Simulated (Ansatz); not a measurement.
KCl (Sylvite) in Ansatz: the effect of functional

The system is KCl (Sylvite).

```
CELL_PARAMETERS angstrom
0.00000 3.08224 3.08224
3.08224 0.00000 3.08224
3.08224 3.08224 0.00000
ATOMIC_POSITIONS crystal
K 0.00000 0.00000 0.00000
Cl 0.50000 0.50000 0.50000
```

The cell isn't the ideal one: volume scaled by 0.94.

Alike in all runs:

```yaml
Program: Ansatz 0.2.0
Task: single point
Potentials_or_basis: Ansatz PAW
k_mesh: 7 × 7 × 7
Occupations: fermi-dirac, width 0.05 eV
Spin: no spin polarisation
```

One run gave: gap on the mesh 5.23 eV; pressure 0.8 GPa. Which functional did it use?
A. r2SCAN
B. LDA
C. PBEsol

C.

```tsv
functional	cutoff	gap on the mesh (eV)	pressure (GPa)
LDA	420 eV (not typed: the program's choice for these potentials)	4.95	-0.9
PBEsol	420 eV (not typed: the program's choice for these potentials)	5.23	0.8
r2SCAN	500 eV (not typed: the program's choice for these potentials)	6.05	1.4
```

Caveats: odd divisions of the mesh miss points on the zone boundary, where band edges often lie, so the gap on the mesh can be too wide; the PAW data sets come from PBE, with cores solved anew for the run's functional, which leaves a small shift of forces and pressure.

Runs at the PBE level aren't shown here.
